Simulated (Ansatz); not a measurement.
How settings move the results for O

```xyz
2
Lattice="1.4233 0.8218 3.4083 -1.4233 0.8218 3.4083 0.0000 -1.6435 3.4083" Properties=species:S:1:pos:R:3 pbc="T T T"
O     0.0000    0.0000    0.5900
O     0.0000    0.0000    9.6349
```

Atoms are numbered in the order listed.

The geometry is COD entry 2106431, unchecked; take it as a test cell.

Solid oxygen carries moments on its molecules; these runs leave spin out.

The calculation used DFT, PBE, PAW with Ansatz's default frozen-core files, scalar-relativistic in Ansatz 0.2.0.

Sampling and basis: a Γ-centred 10×10×10 k mesh, Fermi–Dirac smearing of 0.02 eV, cutoff 420 eV, no spin polarisation. One setting is then changed at a time.

```json
{"k mesh": "10×10×10 (base)", "free energy less the base's (meV/atom)": "0.0", "P (GPa)": "5.29", "force O1 z (eV/Å)": "2.594"}
{"k mesh": "3×3×3", "free energy less the base's (meV/atom)": "-22.3", "P (GPa)": "4.86", "force O1 z (eV/Å)": "2.493"}
{"k mesh": "5×5×5", "free energy less the base's (meV/atom)": "?", "P (GPa)": "5.53", "force O1 z (eV/Å)": "2.634"}
{"k mesh": "8×8×8", "free energy less the base's (meV/atom)": "?", "P (GPa)": "5.44", "force O1 z (eV/Å)": "2.600"}
{"k mesh": "14×14×14", "free energy less the base's (meV/atom)": "1.0", "P (GPa)": "5.33", "force O1 z (eV/Å)": "2.590"}
```

**Question.** Fill in "free energy less the base's (meV/atom)" for the row "8×8×8".

**Answer.** 4.7.

**Question.** Fill in "free energy less the base's (meV/atom)" for the row "5×5×5".

**Answer.** 10.8.
